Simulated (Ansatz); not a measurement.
# Ga in Ansatz: the effect of functional

Crystal: Ga.

```
Ga
1.0
     1.39216   -4.05317    0.00000
     1.39216    4.05317    0.00000
    -0.11823    0.00000    3.35198
Ga
2
Direct
  0.13100 0.86900 0.75000
  0.86900 0.13100 0.25000
```

This isn't the form of Ga at room conditions, which is orthorhombic.

The cell isn't the ideal one: volume scaled by 1.02.

Alike in all runs:

```yaml
Program: Ansatz 0.2.0
Task: single point
Potentials_or_basis: Ansatz PAW
k_mesh: 10 × 10 × 8
Occupations: fermi-dirac, width 0.05 eV
Spin: no spin polarisation
```

Q: One run gave: pressure -4.8 GPa; largest force 0.17 eV/Å. Which functional did it use?
A. PBEsol
B. LDA
C. r2SCAN

A: B.

```tsv
functional	cutoff	pressure (GPa)	largest force (eV/Å)
LDA	420 eV (not typed: the program's choice for these potentials)	-4.8	0.17
PBEsol	420 eV (not typed: the program's choice for these potentials)	-2.9	0.19
r2SCAN	500 eV (not typed: the program's choice for these potentials)	-2.5	0.21
```

Caveats: the PAW data sets come from PBE, with cores solved anew for the run's functional, which leaves a small shift of forces and pressure.
